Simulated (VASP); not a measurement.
Wanted: the native input for a VASP 6.6.1 run.

* Task: single point
* Functional: PBE
* Potentials or basis: VASP PAW PBE potentials, release 64 (Ta_pv, N)
* Cutoff: 520 eV
* k mesh: 18 × 18 × 14
* Occupations: gaussian, width 0.1 eV
* Spin: no spin polarisation
* Dipole correction: no
* Further INCAR settings: ALGO = Normal; EDIFF = 1e-06; NBANDS = 15

The structure of TaN lies in POSCAR:

```
TaN
1.0
    2.9501846715      0.0000000000      0.0000000000
   -1.4750923357      2.5549348714      0.0000000000
    0.0000000000      0.0000000000      2.8977715838
Ta N
1 1
Direct
    0.3333333333      0.6666666667      0.5000000000
    0.0000000000      0.0000000000      0.0000000000
```

One way to write it, as run:

INCAR

```
PREC     = Accurate       # precision mode
ENCUT    = 520            # plane-wave cutoff, eV
EDIFF    = 1E-6           # SCF threshold, eV
ISMEAR   = 0              # smearing method
SIGMA    = 0.1            # smearing width, eV
LREAL    = False          # projectors in reciprocal space
LASPH    = True           # aspherical terms in the spheres
NELM     = 100            # most SCF steps
ALGO     = Normal         # electronic algorithm
ISIF     = 2              # what is computed and relaxed
LWAVE    = False          # write WAVECAR
LCHARG   = False          # write CHGCAR
GGA      = PE             # functional
NBANDS   = 15             # bands
```

KPOINTS

```
regular mesh
0
Gamma
  18 18 14
```

Potentials or basis: VASP PAW PBE potentials, release 64 (Ta_pv, N).

The run is started by

```bash
$ cat potpaw_PBE.64/Ta_pv/POTCAR potpaw_PBE.64/N/POTCAR > POTCAR
$ mpirun -np 1 vasp_std > vasp.out
```

Results of the run:

```yaml
Pressure: 0.7 GPa
Band_gap_on_the_k_mesh: none (metal or under the smearing width)
```

It took 64 s on 1 thread of Intel(R) Xeon(R) Platinum 8488C (Sapphire Rapids) (shared host), peak memory 0.21 GiB.
